Heat and disorder in the vibrations of magnesium sulfide

In rocksalt MgS each ion sits among six neighbours of the other kind and vibrates about its site. The table follows these vibrations in the harmonic approximation, with forces from density-functional theory at the PBE level and the volume held fixed. Below, T is the temperature, C the heat capacity, S the entropy, F the free energy and ν the frequency of a vibrational mode. C and S are counted in kB per atom.

Harmonic vibrational thermodynamics of rocksalt MgS at constant volume, calculated with Ansatz 0.2.0 (PBE, PAW, plane-wave cutoff 420 eV, 8×8×8 k mesh). The phonons come from linear response on a 4×4×4 q mesh, and the free energy includes the zero-point energy.

```
temperature (K)  phonon entropy (kB/atom)  phonon free energy (meV/atom)  phonon heat capacity (kB/atom)
            100                     0.730                           38.4                           1.463
            200                     2.117                           26.0                           2.440
            300                     3.171                            2.9                           2.729
            400                     3.974                          -28.0                           2.842
            500                     4.614                          -65.1                           2.897
            600                     5.146                         -107.2                           2.928
            700                     5.599                         -153.5                           2.947
            800                     5.993                         -203.5                           2.959
            900                     6.342                         -256.7                           2.968
           1000                     6.655                         -312.7                           2.974
```

1. Why is the heat capacity at 100 K only half of its value at 1000 K?

A mode takes up heat only in quanta of size hν. At 100 K the thermal energy kBT corresponds to 69.5 cm⁻¹, while the average mode of MgS lies at 216 cm⁻¹. Most modes are therefore partly frozen, and C is 1.463. Once kBT is well above the quanta, every mode contributes nearly one kB; with three modes per atom, the limit is 3.

2. How quickly is that limit reached?

For kBT well above hν, the mean energy of a mode is kBT + (hν)²/(12 kBT). Its derivative with respect to T, summed over three modes per atom, gives

C = 3 − ⟨(hν/kBT)²⟩ / 4

where the brackets denote the average over all modes. The root mean square frequency of the calculated modes is 225.4 cm⁻¹, and at 500 K kBT is 5 × 69.5 = 347.5 cm⁻¹. The shortfall should then be (225.4/347.5)²/4 = 0.105; the table has 3 − 2.897 = 0.103. At 100 K the formula fails badly, because the quanta are no longer small beside kBT.

3. Why does the entropy keep growing when the heat capacity has levelled off?

Entropy measures how many vibrational states are within reach, and that number grows as long as the crystal is heated. In the classical limit

S = 3 − 3⟨ln(hν/kBT)⟩

so each doubling of T adds 3 ln 2 = 2.079. From 500 to 1000 K the table gains 2.041, slightly less because C is still a little below 3 at the start. The two formulas also differ in what they remember: the frequencies fade out of C as T rises, but they stay in S as a constant shift.

4. Does anything happen to the crystal where the free energy changes sign?

No. F starts at the zero-point energy of 40.24 meV per atom and falls with slope −S, ever more steeply. Near 311 K the product TS has grown to equal the vibrational energy, and F passes through zero. Whether a phase is stable depends on its total free energy compared with that of another phase, not on this sign.

5. Could a single frequency stand in for the whole spectrum?

For the heat capacity it nearly can. An Einstein model, with all modes at the mean frequency set by the zero-point energy, reproduces C to about 3% at 100 K and better above. Its entropy, however, is too low by 0.159 at 100 K and still by 0.142 at 1000 K. Almost the same error at both ends means that it arose below 100 K.

The reason lies in the spread of the frequencies. A mode weighs more the farther it lies from the mean, so the acoustic modes well below it are expected to matter most, although they are a minority: in the calculated density of states only about one mode in seven lies below 150 cm⁻¹. The highest optical modes add to the error by pulling the mean, and with it the Einstein frequency, upwards. Modes below the mean take up heat at temperatures where the single Einstein frequency is still nearly frozen. Entropy adds up C/T, so heat absorbed in the cold counts heavily and is carried along to every higher temperature.

A Debye model includes such soft modes. With its one parameter taken from the same zero-point energy, and no row of the table used, it gives the entropy to within 0.01 throughout. Yet its spectrum ends at 288.5 cm⁻¹, whereas the real one reaches 389 cm⁻¹. Good agreement here shows that the important averages are right (its root mean square frequency is 223.5 cm⁻¹ against 225.4), not that the spectrum has the Debye shape.

6. What would change if calcium replaced magnesium?

Suppose first that the forces stayed the same. The heavier ion then lowers the frequencies, though not all by the same factor. Their product at each wave vector carries one factor of the inverse square root of the metal's mass for each of its three directions of motion. The classical entropy therefore rises by (3/4) ln(40.1/24.3), or about 0.38 per atom. The high-temperature limit of C stays at 3, since it counts modes and ignores their pitch. A real exchange also alters the forces, and weaker ones would raise the entropy further. Heavy atoms and soft bonds thus show up in S long after C has stopped telling them apart.

7. Which digits can be trusted?

Suppose all true frequencies were 3% lower than calculated, an error assumed here for illustration. Since S depends only on the ratio T/ν, this acts like a 3% rise in temperature and adds 0.03 C to the entropy. At 1000 K that is 0.089 in S but only about 0.002 in C, while F drops by 7.8 meV per atom. The second and third decimals of the entropy are thus good for following the curve, not for predicting a measurement, and even the first may move by one unit. The sign could well be the opposite: PBE tends to give too large a cell and too soft modes, which would leave the tabulated entropy too high.

At high temperature the heat capacity is robust against such an error, but it answers a narrower question. A hot crystal expands and its vibrations become anharmonic, so 2.974 at 1000 K should not be used as the heat capacity at constant pressure of the real crystal.
